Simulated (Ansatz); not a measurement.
**NaH: pressure against volume**

NaH, Fm-3m, a = 4.832 Å. Ansatz: PBE, PAW, 420 eV, Γ-centred 8×8×8 mesh on 2 atoms, Gaussian smearing 0.02 eV; no spin polarisation. Symmetry fixes shape and atoms, so the cell is only scaled; pressure is positive in compression.

| V (Å³/atom) | P (GPa) |
| --- | --- |
| 12.411 | ? |
| 12.834 | 2.61 |
| 13.257 | 1.61 |
| 13.680 | 0.75 |
| 14.103 | 0.00 |
| 14.526 | -0.65 |
| 14.949 | -1.22 |
| 15.513 | -1.86 |

Problem. Take V0 = 14.103 Å³/atom, fit the third-order Birch–Murnaghan form to the other rows, and predict the missing pressure.

Solution. With the Eulerian strain f = ½[(V0/V)^(2/3) − 1] and y = P/[3f(1 + 2f)^(5/2)], the form is the line y = B0 + 1.5 B0 (B0′ − 4) f. Rows (f, y): 0.03244, 22.92; 0.02105, 23.00; 0.01025, 23.18; -0.00975, 23.34; -0.01905, 23.52; -0.03078, 23.61. Means f = 0.0006933, y = 23.262; Σ(Δf)² = 0.003003, ΣΔfΔy = -0.03384; the slope is their ratio. y = 23.27 − 11.27 f GPa, so B0 = 23.3 GPa and B0′ = 4 + 2 × (-11.27)/(3 × 23.27) = 3.68. At V = 12.411, f = 0.04447, y = 22.769 and P = 3.76 GPa. The run gave 3.77 GPa, so the fit is 0.01 GPa too low, a small miss on the scale of the series.